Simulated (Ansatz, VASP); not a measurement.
# NaI in VASP and in Ansatz

INCAR

```
PREC = Accurate
ENCUT = 520
EDIFF = 1E-7
ISMEAR = 0
SIGMA = 0.01
LREAL = False
LASPH = True
NELM = 100
ALGO = Normal
ISIF = 2
LWAVE = False
LCHARG = True
GGA = PS
LELF = True
LVHAR = True
NBANDS = 14
```

KPOINTS

```
regular mesh
0
Gamma
  4 4 4
```

File POSCAR:

```
NaI
1.0
    4.0405366932      0.0000000000      0.0000000000
    0.0000000000      4.0405366932      0.0000000000
    0.0000000000      0.0000000000      4.0405366932
Na I
1 1
Direct
    0.0000000000      0.0000000000      0.0000000000
    0.5000000000      0.5000000000      0.5000000000
```

Input for Ansatz:

```yaml
crystal:
  lattice:
    - [4.0405366932, 0.0, 0.0]
    - [0.0, 4.0405366932, 0.0]
    - [0.0, 0.0, 4.0405366932]
  atoms:
    - { symbol: Na, position: [0.0, 0.0, 0.0] }
    - { symbol: I, position: [0.5, 0.5, 0.5] }
kpoints:
  mp_grid: { grid: [4, 4, 4] }
hamiltonian:
  xc: pbesol
scf:
  occupations: { method: fixed }
  n_extra_bands: 4
output:
  forces: true
  stress: true
  eigenvalues: true
```

The cell was built by a generator and needn't be a form met in nature.

Alike in both runs: task single point; functional PBEsol; k mesh 4 × 4 × 4; no spin polarisation.

|  | VASP | Ansatz |
| --- | --- | --- |
| version | VASP 6.6.1 | Ansatz 0.2.0 |
| potentials or method | VASP PAW PBE potentials, release 64 (Na_pv, I) | plane waves, PAW |
| plane-wave cutoff (eV) | 520 | 420 |
| occupations | gaussian, width 0.01 eV | fixed |
| valence electrons in the cell | 14 | 26 |

```tsv
	VASP	Ansatz	Ansatz less VASP
gap on the k mesh at the Fermi level (eV)	2.19	2.20	+0.005
pressure (GPa)	-0.4	-0.5	-0.03
```

The two sets of potentials don't hold the same shells in valence.

Caveats: the PAW data sets were made with another functional, which shifts forces and pressure a little (VASP); spin-orbit coupling is left out, which moves the levels of the heavy elements. A hybrid or GW would open this gap; PBEsol tends to underestimate it. A k mesh can miss the band edges.
